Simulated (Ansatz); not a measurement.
# Relaxing Ir

Level of theory: DFT PBE, scalar-relativistic, plane waves, PAW in Ansatz 0.2.0. Cutoff 420 eV, Γ-centred k mesh, Gaussian smearing, no spin polarisation in the final step.

A relaxed cell is given with its space group left out.

```
Ir
1.0
     0.00000    2.78385    2.78385
     2.78385    0.00000    2.78385
     2.78385    2.78385    0.00000
Ir
2
Direct
  0.50000 0.50000 0.50000
  0.75000 0.75000 0.75000
```

Energies count from the standard state of Ir at the same level.

(1) What space group does it have?

(2) How far above the standard state of Ir does it lie?

(3) Is it a metal?

Answers

(1) Fd-3m (No. 227). Conventional cell: a = 5.568 Å. Ir has 4 Ir at 2.41 Å.

(2) 1.01 eV/atom.

(3) Yes, bands cross the Fermi level on the 18×18×18 mesh.

The final run used a 18×18×18 mesh on its 2-atom cell and 0.10 eV smearing. The k mesh leaves about 4 meV/atom of noise in metals. Spin–orbit coupling is left out. The cell came from a trial start, so Ir may not exist in this structure.